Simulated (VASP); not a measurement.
# SnSe (Pm-3m) in VASP: further runs, part 2 of 2

VASP 6.6.1. Earlier steps stand in the parts before.

## (5) Relaxation of the atoms, PBE

File INCAR:

```
SYSTEM = SnSe
  ALGO = Normal
  EDIFF = 1E-7
  EDIFFG = -0.01
  ENCUT = 600
  GGA = PE
  IBRION = 2
  ISIF = 2
  ISMEAR = 0
  LASPH = .True.
  LCHARG = .False.
  LREAL = .False.
  LWAVE = .False.
  NELM = 80
  NSW = 40
  PREC = Accurate
  SIGMA = 0.03
```

File KPOINTS:

```
k-points
0
Gamma
  8 8 8
  0 0 0
```

File POSCAR:

```
SnSe                                    
1.0
    3.6855710219      0.0000000000      0.0000000000
    0.0000000000      3.6855710219      0.0000000000
    0.0000000000      0.0000000000      3.6855710219
  Sn              Se            
     1     1
Direct
     0.5000000000000000    0.5000000000000000    0.5000000000000000
     0.0000000000000000    0.0000000000000000    0.0000000000000000
```

Potentials or basis: VASP PAW PBE potentials, release 64 (Sn_d, Se).

Started as:

```
$ cat potpaw_PBE.64/Sn_d/POTCAR potpaw_PBE.64/Se/POTCAR > POTCAR
$ mpirun -np 1 vasp_std > vasp.out
```

OUTCAR:

```text
SYSTEM = SnSe
   EDIFF = 1E-7
   EDIFFG = -0.01
   ENCUT = 600
   GGA = PE
   IBRION = 2
   ISIF = 2
   ISMEAR = 0
   LASPH = .True.
   LREAL = .False.
   NELM = 80
   NSW = 40
   PREC = Accurate

 ion  position               nearest neighbor table
   1  0.500  0.500  0.500-   2 3.19   2 3.19   2 3.19   2 3.19   2 3.19   2 3.19   2 3.19   2 3.19

   2  0.000  0.000  0.000-   1 3.19   1 3.19   1 3.19   1 3.19   1 3.19   1 3.19   1 3.19   1 3.19

  LATTYP: Found a simple cubic cell.
[... 603 lines left out ...]

  FORCE on cell =-STRESS in cart. coord.  units (eV):
  Direction    XX          YY          ZZ          XY          YZ          ZX
  --------------------------------------------------------------------------------------
  -------------------------------------------------------------------------------------
  Total        0.0089404      0.0089404      0.0089404     -0.0000000     -0.0000000      0.0000000
  in kB        0.2861225      0.2861225      0.2861225     -0.0000000     -0.0000000      0.0000000
  external PRESSURE =       0.2861225 kB  Pullay stress =       0.0000000 kB

 VOLUME and BASIS-vectors are now :
 -----------------------------------------------------------------------------
  energy-cutoff  :      600.00
  volume of cell :       50.06
      direct lattice vectors                 reciprocal lattice vectors
     3.685571022  0.000000000  0.000000000     0.271328376  0.000000000  0.000000000
     0.000000000  3.685571022  0.000000000     0.000000000  0.271328376  0.000000000
     0.000000000  0.000000000  3.685571022     0.000000000  0.000000000  0.271328376

 POSITION                                       TOTAL-FORCE (eV/Angst)
 -----------------------------------------------------------------------------------
      1.84279      1.84279      1.84279         0.000000      0.000000      0.000000
      0.00000      0.00000      0.00000         0.000000      0.000000      0.000000
 -----------------------------------------------------------------------------------
    total drift:                                0.000000      0.000000      0.000000

  FREE ENERGIE OF THE ION-ELECTRON SYSTEM (eV)
  ---------------------------------------------------
  free  energy   TOTEN  =        -7.7114945135 eV

  energy  without entropy=       -7.7107134123  energy(sigma->0) =       -7.71110396

 reached required accuracy - stopping structural energy minimisation
```

OSZICAR:

```text
N       E                     dE             d eps       ncg     rms          rms(c)
DAV:   1     0.128859593220E+03    0.12886E+03   -0.11341E+04   980   0.205E+03
DAV:   2     0.420223073841E+01   -0.12466E+03   -0.12201E+03  1028   0.413E+02
DAV:   3    -0.765050100163E+01   -0.11853E+02   -0.11309E+02  1262   0.101E+02
DAV:   4    -0.798608849795E+01   -0.33559E+00   -0.33540E+00  1088   0.176E+01
DAV:   5    -0.799325391720E+01   -0.71654E-02   -0.71653E-02  1344   0.289E+00    0.296E+00
DAV:   6    -0.771495677895E+01    0.27830E+00   -0.77053E-01  1400   0.601E+00    0.169E+00
DAV:   7    -0.771281225213E+01    0.21445E-02   -0.71326E-02  1130   0.147E+00    0.947E-01
DAV:   8    -0.771157913188E+01    0.12331E-02   -0.65868E-03  1112   0.865E-01    0.833E-02
DAV:   9    -0.771146324244E+01    0.11589E-03   -0.61318E-04  1290   0.219E-01    0.488E-02
DAV:  10    -0.771149382264E+01   -0.30580E-04   -0.10950E-04  1160   0.768E-02    0.111E-02
DAV:  11    -0.771149435571E+01   -0.53306E-06   -0.75956E-06  1312   0.277E-02    0.357E-03
DAV:  12    -0.771149458324E+01   -0.22754E-06   -0.70465E-07  1190   0.109E-02    0.132E-03
DAV:  13    -0.771149451350E+01    0.69746E-07   -0.19911E-08   562   0.166E-03
   1 F= -.77114945E+01 E0= -.77111040E+01  d E =-.771149E+01
```

CONTCAR:

```text
SnSe
   1.00000000000000
     3.6855710219000000    0.0000000000000000    0.0000000000000000
     0.0000000000000000    3.6855710219000000    0.0000000000000000
     0.0000000000000000    0.0000000000000000    3.6855710219000000
  Sn              Se
     1     1
Direct
     0.5000000000000000    0.5000000000000000    0.5000000000000000
     0.0000000000000000    0.0000000000000000    0.0000000000000000

  0.00000000E+00  0.00000000E+00  0.00000000E+00
  0.00000000E+00  0.00000000E+00  0.00000000E+00
```

Run time: 11 s. Hardware: 1 thread of Intel Xeon 6975P-C (Granite Rapids), shared host; peak memory 0.18 GiB.

What came out:

```
Free energy             : -7.7115 eV
Pressure after relaxing : 0.0 GPa
Band gap on the k mesh  : none (metal or under the smearing width)
```

Final structure:
```
CELL_PARAMETERS angstrom
3.68557 0.00000 0.00000
0.00000 3.68557 0.00000
0.00000 0.00000 3.68557
ATOMIC_POSITIONS crystal
Sn 0.50000 0.50000 0.50000
Se 0.00000 0.00000 0.00000
```

Levels at points of the mesh, in eV from the Fermi level:
```csv
k point,band 7,band 8,band 9,band 10,band 11,band 12,band 13,band 14
"(0.00, 0.00, 0.00)",-5.70,-1.77,-1.77,-1.77,4.48,4.48,6.06,6.06
"(0.50, 0.00, 0.00)",-8.24,-0.51,-0.51,-0.03,0.46,3.16,3.16,6.48
"(0.50, 0.50, 0.00)",-6.00,-4.86,-4.86,-0.09,4.14,4.14,4.77,6.52
"(0.50, 0.50, 0.50)",-4.46,-2.88,-2.88,-2.88,-0.98,-0.98,-0.98,13.95
```

Caveat: the relaxation stopped at its first step, so nothing moved.

## (6) Relaxation of the atoms, PBE (a relaxed cell with its volume scaled by 1.02)

INCAR is that of step 5.

KPOINTS is that of step 5.

File POSCAR:

```
SnSe                                    
1.0
    3.7099794883      0.0000000000      0.0000000000
    0.0000000000      3.7099794883      0.0000000000
    0.0000000000      0.0000000000      3.7099794883
  Sn              Se            
     1     1
Direct
     0.5000000000000000    0.5000000000000000    0.5000000000000000
     0.0000000000000000    0.0000000000000000    0.0000000000000000
```

Potentials or basis: VASP PAW PBE potentials, release 64 (Sn_d, Se).

Started as:

```
$ cat potpaw_PBE.64/Sn_d/POTCAR potpaw_PBE.64/Se/POTCAR > POTCAR
$ mpirun -np 1 vasp_std > vasp.out
```

OUTCAR:

```text
SYSTEM = SnSe
   EDIFF = 1E-7
   EDIFFG = -0.01
   ENCUT = 600
   GGA = PE
   IBRION = 2
   ISIF = 2
   ISMEAR = 0
   LASPH = .True.
   LREAL = .False.
   NELM = 80
   NSW = 40
   PREC = Accurate

 ion  position               nearest neighbor table
   1  0.500  0.500  0.500-   2 3.21   2 3.21   2 3.21   2 3.21   2 3.21   2 3.21   2 3.21   2 3.21

   2  0.000  0.000  0.000-   1 3.21   1 3.21   1 3.21   1 3.21   1 3.21   1 3.21   1 3.21   1 3.21

  LATTYP: Found a simple cubic cell.
[... 603 lines left out ...]

  FORCE on cell =-STRESS in cart. coord.  units (eV):
  Direction    XX          YY          ZZ          XY          YZ          ZX
  --------------------------------------------------------------------------------------
  -------------------------------------------------------------------------------------
  Total       -0.3255221     -0.3255221     -0.3255221      0.0000000     -0.0000000      0.0000000
  in kB      -10.2135447    -10.2135447    -10.2135447      0.0000000     -0.0000000      0.0000000
  external PRESSURE =     -10.2135447 kB  Pullay stress =       0.0000000 kB

 VOLUME and BASIS-vectors are now :
 -----------------------------------------------------------------------------
  energy-cutoff  :      600.00
  volume of cell :       51.06
      direct lattice vectors                 reciprocal lattice vectors
     3.709979488  0.000000000  0.000000000     0.269543269  0.000000000  0.000000000
     0.000000000  3.709979488  0.000000000     0.000000000  0.269543269  0.000000000
     0.000000000  0.000000000  3.709979488     0.000000000  0.000000000  0.269543269

 POSITION                                       TOTAL-FORCE (eV/Angst)
 -----------------------------------------------------------------------------------
      1.85499      1.85499      1.85499         0.000000      0.000000      0.000000
      0.00000      0.00000      0.00000         0.000000      0.000000      0.000000
 -----------------------------------------------------------------------------------
    total drift:                                0.000000      0.000000      0.000000

  FREE ENERGIE OF THE ION-ELECTRON SYSTEM (eV)
  ---------------------------------------------------
  free  energy   TOTEN  =        -7.7084185196 eV

  energy  without entropy=       -7.7076046210  energy(sigma->0) =       -7.70801157

 reached required accuracy - stopping structural energy minimisation
```

OSZICAR:

```text
N       E                     dE             d eps       ncg     rms          rms(c)
DAV:   1     0.128541246851E+03    0.12854E+03   -0.11267E+04   986   0.203E+03
DAV:   2     0.426714322585E+01   -0.12427E+03   -0.12216E+03  1022   0.417E+02
DAV:   3    -0.772414659072E+01   -0.11991E+02   -0.11268E+02  1274   0.102E+02
DAV:   4    -0.800205495185E+01   -0.27791E+00   -0.27781E+00  1070   0.172E+01
DAV:   5    -0.800835748371E+01   -0.63025E-02   -0.63022E-02  1376   0.281E+00    0.291E+00
DAV:   6    -0.771195753906E+01    0.29640E+00   -0.81674E-01  1388   0.608E+00    0.163E+00
DAV:   7    -0.770985389671E+01    0.21036E-02   -0.72987E-02  1162   0.148E+00    0.924E-01
DAV:   8    -0.770858032696E+01    0.12736E-02   -0.76670E-03  1136   0.903E-01    0.967E-02
DAV:   9    -0.770838173573E+01    0.19859E-03   -0.95040E-04  1278   0.251E-01    0.513E-02
DAV:  10    -0.770841582485E+01   -0.34089E-04   -0.11557E-04  1166   0.744E-02    0.137E-02
DAV:  11    -0.770841829169E+01   -0.24668E-05   -0.38446E-06  1304   0.192E-02    0.395E-03
DAV:  12    -0.770841857163E+01   -0.27994E-06   -0.55690E-07  1106   0.119E-02    0.126E-03
DAV:  13    -0.770841851959E+01    0.52039E-07   -0.26592E-08   598   0.163E-03
   1 F= -.77084185E+01 E0= -.77080116E+01  d E =-.770842E+01
```

Wall time 11 s (1 thread of Intel Xeon 6975P-C (Granite Rapids), shared host); peak memory 0.18 GiB.

What came out:

- Free energy: -7.7084 eV
- Pressure after relaxing: -1.0 GPa
- Band gap on the k mesh: none (metal or under the smearing width)

Final structure:
```
CELL_PARAMETERS angstrom
3.70998 0.00000 0.00000
0.00000 3.70998 0.00000
0.00000 0.00000 3.70998
ATOMIC_POSITIONS crystal
Sn 0.50000 0.50000 0.50000
Se 0.00000 0.00000 0.00000
```

Caveat: the relaxation stopped at its first step, so nothing moved.

## (7) Overview

```tsv
cell	gap on the mesh (eV)	pressure (GPa)
atoms relaxed from: a relaxed cell with its volume scaled by 0.94	none	3.6
atoms relaxed from: a relaxed cell with its volume scaled by 0.96	none	2.5
atoms relaxed from: a relaxed cell with its volume scaled by 0.98	none	1.2
atoms relaxed	none	0.0
atoms relaxed from: a relaxed cell with its volume scaled by 1.02	none	-1.0
```

Alike in all rows: task relaxation of the atoms; level PBE; potentials or basis VASP PAW PBE potentials, release 64 (Sn_d, Se); no spin polarisation; k mesh 8 × 8 × 8; cutoff (eV) 600; smearing gaussian 0.03 eV.

Caveats: the relaxation stopped at its first step, so nothing moved.

Total energies depend on the potentials used, so only differences within one code and one set of settings carry meaning.
